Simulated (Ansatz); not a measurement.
The system is W.

```
W
1.0
    -1.58234    1.58234    1.58234
     1.58234   -1.58234    1.58234
     1.58234    1.58234   -1.58234
W
1
Direct
  0.00000 0.00000 0.00000
```

Program: Ansatz 0.2.0. Alike in all runs: cell as given; k mesh 12 × 12 × 12.

Order these runs on this cell by their pressure, lowest first.
A. level PBE; potentials or basis SPMS NC; spin off; cutoff (eV) 435; smearing fermi-dirac 0.05 eV; points for each segment of the path 14
B. level LDA; potentials or basis Ansatz PAW; spin off; cutoff (eV) 420; smearing fermi-dirac 0.05 eV
C. level LDA+U; potentials or basis Ansatz PAW; spin off; U W d U = 8 eV; cutoff (eV) 420; smearing fermi-dirac 0.05 eV; hubbard projectors ortho-atomic (the default); double counting fll (the default)
D. level revPBE; potentials or basis PseudoDojo standard (PBE files); spin SOC, no magnetisation; cutoff (eV) 1007; smearing fermi-dirac 0.1 eV
E. level PBEsol+D3(BJ)+ATM+U; potentials or basis Ansatz PAW; spin off; U W d U = 5 eV; cutoff (eV) 420; smearing fermi-dirac 0.15 eV; hubbard projectors ortho-atomic; double counting fll (the default)

B (-8.9 GPa), E (-5.1 GPa), C (3.7 GPa), A (5.9 GPa), D (9.5 GPa).

Caveats: the PAW data sets come from PBE, with cores solved anew for the run's functional, which leaves a small shift of forces and pressure (some runs); U without spin polarisation on a metal has little footing (some runs); the U is typed as a test and isn't derived for this compound (some runs); the potentials were made for another functional, which shifts forces and pressure (some runs); pairwise dispersion overbinds metals, which lowers pressure and volume (some runs).

Not every run made on this cell is shown here.
